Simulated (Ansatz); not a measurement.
Bi in Ansatz: the effect of functional

Crystal: Bi.

```
Bi
1.0
     2.22121    1.28242    3.85761
    -2.22121    1.28242    3.85761
     0.00000   -2.56483    3.85761
Bi
2
Direct
  0.76600 0.76600 0.76600
  0.23400 0.23400 0.23400
```

The cell isn't the ideal one: volume scaled by 0.94.

Alike in all runs:

```yaml
Program: Ansatz 0.2.0
Task: single point
Potentials_or_basis: Ansatz PAW
k_mesh: 7 × 7 × 7
Occupations: fermi-dirac, width 0.05 eV
Spin: no spin polarisation
```

```csv
functional,cutoff,gap on the mesh (eV),pressure (GPa),largest force (eV/Å)
LDA,420 eV (not typed: the program's choice for these potentials),0.30,1.7,0.34
r2SCAN,500 eV (not typed: the program's choice for these potentials),?,?,?
PBE,420 eV (not typed: the program's choice for these potentials),0.30,5.9,0.51
```

**Question.** What does the run with functional r2SCAN give?

**Answer.** gap on the mesh 0.33 eV; pressure 5.0 GPa; largest force 0.34 eV/Å.

Caveats: odd divisions of the mesh miss points on the zone boundary, where band edges often lie, so the gap on the mesh can be too wide; spin-orbit coupling is left out, which as a rule narrows the gap of such compounds by several tenths of an eV; the PAW data sets come from PBE, with cores solved anew for the run's functional, which leaves a small shift of forces and pressure (some runs).

A k mesh can miss the band edges.
